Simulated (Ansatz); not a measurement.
# GaSe stretched along one axis: stress

Cell: a structure deposited in the COD, its atoms then relaxed with PBE in this cell.

```xyz
8
Lattice="3.7500 0.0000 0.0000 -1.8750 3.2476 0.0000 0.0000 0.0000 15.9200" Properties=species:S:1:pos:R:3 pbc="T T T"
Ga    0.0000    2.1651   14.7685
Ga    1.8750    1.0825    6.8085
Ga    0.0000    2.1651    9.1115
Ga    1.8750    1.0825    1.1515
Se    0.0000    2.1651    2.4896
Se    1.8750    1.0825   10.4496
Se    0.0000    2.1651    5.4704
Se    1.8750    1.0825   13.4304
```

Atoms are numbered from 1 in the order listed; like atoms form one site, named after its first atom.

Level of theory: DFT, PBE, plane waves and PAW, scalar-relativistic, 420 eV cutoff, Γ-centred 14×14×3 k-points, Fermi–Dirac smearing 0.05 eV (Ansatz 0.2.0).

The cell is stretched along z (the third Cartesian axis of the run's cell), x and y held, and the ions relax again each time. Tension counts as positive.

| strain along z (%) | stress along z (GPa) | stress along x (GPa) |
| --- | --- | --- |
| -3 | -1.5 | -1.9 |
| -2 | ? | ? |
| -1 | -0.2 | -1.6 |
| 0 | 0.4 | -1.5 |
| +1 | 0.7 | -1.4 |
| +2 | 1.0 | -1.3 |
| +3 | 1.1 | -1.2 |

Q: Estimate the row at -2 % from the others.

A: stress along z (GPa): -0.8; stress along x (GPa): -1.7. Worked: parabolas through the other 6 rows give -0.8 and -1.7 GPa at -2 %. Their slopes at zero strain are 44 GPa (the stiffness along z) and 11 GPa (the coupling of z to x).

All values belong to this cell and structure model.
